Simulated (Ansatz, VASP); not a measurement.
W: VASP beside Ansatz

```
CELL_PARAMETERS angstrom
-1.57070 1.57070 1.57070
1.57070 -1.57070 1.57070
1.57070 1.57070 -1.57070
ATOMIC_POSITIONS crystal
W 0.00000 0.00000 0.00000
```

Alike in both runs: functional PBEsol; k mesh 24 × 24 × 24; occupations fermi-dirac, width 0.08 eV; no spin polarisation.

Ansatz relaxed the structure, and its values are those at the end. VASP's run is a single point on that final structure, the one shown.

|  | VASP | Ansatz |
| --- | --- | --- |
| version | VASP 6.6.1 | Ansatz 0.2.0 |
| potentials or method | VASP PAW PBE potentials, release 64 (W_sv) | PAW with Ansatz's default frozen-core files, scalar-relativistic |
| plane-wave cutoff (eV) | 520 | 420 |
| valence electrons in the cell | 14 | 14 |

Ansatz gave:

```
pressure (GPa) : 4.0
```

Task: Estimate VASP's values.

Result: Pressure (GPa): 4.7.

Caveats: the PAW data sets were made with another functional, which shifts forces and pressure a little (VASP). Spin-orbit coupling is left out, which matters for the levels of W.
